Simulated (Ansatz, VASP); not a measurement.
**NaH: VASP beside Ansatz**

File INCAR:

```
SYSTEM = NaH
  PREC = Accurate
  ENCUT = 520
  EDIFF = 1E-7
  ISMEAR = 0
  SIGMA = 0.1
  LREAL = .FALSE.
  LASPH = .TRUE.
  NELM = 100
  ALGO = Fast
  ISIF = 2
  LWAVE = .FALSE.
  LCHARG = .FALSE.
  GGA = PE
  NBANDS = 11
```

File KPOINTS:

```
Automatic mesh
0
G
  6 6 6
  0 0 0
```

File POSCAR:

```
NaH
1.0
    0.0000000000      2.4400000000      2.4400000000
    2.4400000000      0.0000000000      2.4400000000
    2.4400000000      2.4400000000      0.0000000000
Na H
1 1
Direct
    0.0000000000      0.0000000000      0.0000000000
    0.5000000000      0.5000000000      0.5000000000
```

Input for Ansatz:

```yaml
crystal:
  lattice:
    - [0.0, 2.44, 2.44]
    - [2.44, 0.0, 2.44]
    - [2.44, 2.44, 0.0]
  atoms:
    - { symbol: Na, position: [0.0, 0.0, 0.0] }
    - { symbol: H, position: [0.5, 0.5, 0.5] }
basis:
  ecutwfc: 420
kpoints:
  mp_grid: { grid: [6, 6, 6] }
hamiltonian:
  xc: pbe
scf:
  occupations: { method: gaussian, width: 0.1 }
output:
  forces: true
  stress: true
  eigenvalues: true
```

Alike in both runs: task single point; functional PBE; k mesh 6 × 6 × 6; occupations gaussian, width 0.1 eV; no spin polarisation.

|  | VASP | Ansatz |
| --- | --- | --- |
| version | VASP 6.6.1 | Ansatz 0.2.0 |
| potentials or method | VASP PAW PBE potentials, release 64 (Na_pv, H) | scalar-relativistic, plane waves, PAW |
| plane-wave cutoff (eV) | 520 | 420 |
| valence electrons in the cell | 8 | 10 |

Ansatz gave:

* gap on the k mesh at the Fermi level (eV): 3.76
* least direct gap on the mesh (eV): 4.56
* pressure (GPa): -0.7

Which values does VASP return?

gap on the k mesh at the Fermi level (eV): 3.76; least direct gap on the mesh (eV): 4.55; pressure (GPa): -0.7.

The two sets of potentials don't hold the same shells in valence.

A k mesh can miss the band edges. As with any semilocal functional, this PBE gap is likely too small.
